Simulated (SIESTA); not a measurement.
CdSe (Cadmoselite): band structure with PW91

**What was measured.**

A printed reference work, data compilation reports, for a bulk crystal of CdSe at 2 K: band gap 1.841 eV.

CdSe (Cadmoselite):

```
Cd Se
1.0
     4.30000    0.00000    0.00000
    -2.15000    3.72391    0.00000
     0.00000    0.00000    7.02000
Cd Se
2 2
Direct
  0.66667 0.33333 0.50000
  0.33333 0.66667 0.00000
  0.66667 0.33333 0.88500
  0.33333 0.66667 0.38500
```

| Item | Value |
| --- | --- |
| Program | SIESTA 5.4.2 |
| Task | band structure |
| Functional | PW91 |
| Potentials or basis | PseudoDojo 0.4 standard (PBE files) |
| Basis | DZP (energy shift 0.003 Ry; two zetas on semicore shells) |
| Grid cutoff | 800 Ry |
| Energy shift | 0.003 Ry |
| k mesh | 7 × 7 × 4 |
| Occupations | fermi-dirac, width 0.05 eV |
| Spin | no spin polarisation |

```
Pressure                : 2.9 GPa
Largest force           : 0.320 eV/Å
Band gap on the k mesh  : 0.89 eV, direct
Band gap along the path : 0.89 eV, direct
```

Forces on the atoms (eV/Å):
```
Cd   0.000  0.000  0.320
Cd   0.000  0.000  0.320
Se   0.000  0.000 -0.319
Se   0.000  0.000 -0.319
```

Stress tensor (GPa, compression positive):
```
3.80 0.00 0.00
0.00 3.80 0.00
0.00 0.00 1.19
```

Levels at the corners of the path, in eV from the valence-band top:
```csv
point,band 32,band 33,band 34,band 35,band 36,band 37,band 38,band 39,band 40,band 41
Γ,-0.73,-0.73,-0.02,-0.02,0.00,0.89,2.38,6.39,6.39,6.75
M,-3.75,-2.56,-1.87,-1.22,-0.85,3.50,3.65,5.10,6.39,7.22
K,-3.87,-3.09,-1.79,-1.79,-1.78,4.83,5.00,5.00,7.37,7.43
Γ,-0.73,-0.73,-0.02,-0.02,0.00,0.89,2.38,6.39,6.39,6.75
A,-2.57,-0.39,-0.39,-0.39,-0.39,2.59,2.59,6.22,6.22,6.81
L,-4.27,-1.40,-1.40,-1.29,-1.29,3.25,3.25,5.20,5.20,8.23
H,-4.16,-2.49,-2.49,-1.06,-1.06,4.14,4.14,6.20,6.20,6.50
A,-2.57,-0.39,-0.39,-0.39,-0.39,2.59,2.59,6.22,6.22,6.81
L,-4.27,-1.40,-1.40,-1.29,-1.29,3.25,3.25,5.20,5.20,8.23
M,-3.75,-2.56,-1.87,-1.22,-0.85,3.50,3.65,5.10,6.39,7.22
K,-3.87,-3.09,-1.79,-1.79,-1.78,4.83,5.00,5.00,7.37,7.43
H,-4.16,-2.49,-2.49,-1.06,-1.06,4.14,4.14,6.20,6.20,6.50
```

Wall time 43 s on 1 thread of Arm Neoverse V2 (shared host), peak memory 0.35 GiB.

Measured gap of CdSe: 1.841 eV (2 K; a printed reference work, data compilation). This calculation gives 0.89 eV (-0.96 eV). Spin-orbit coupling on Cd, Se is left out. The value is that of PW91 in an atomic basis (PseudoDojo 0.4 standard (PBE files), DZP (energy shift 0.003 Ry; two zetas on semicore shells)), whose error adds to the functional's,, without temperature or zero-point motion. Semilocal functionals fall short of measured gaps as a rule.

Caveat: the potentials were made for another functional, which shifts forces and pressure; the basis of atomic orbitals isn't converged, which shifts pressures, moduli and gaps.
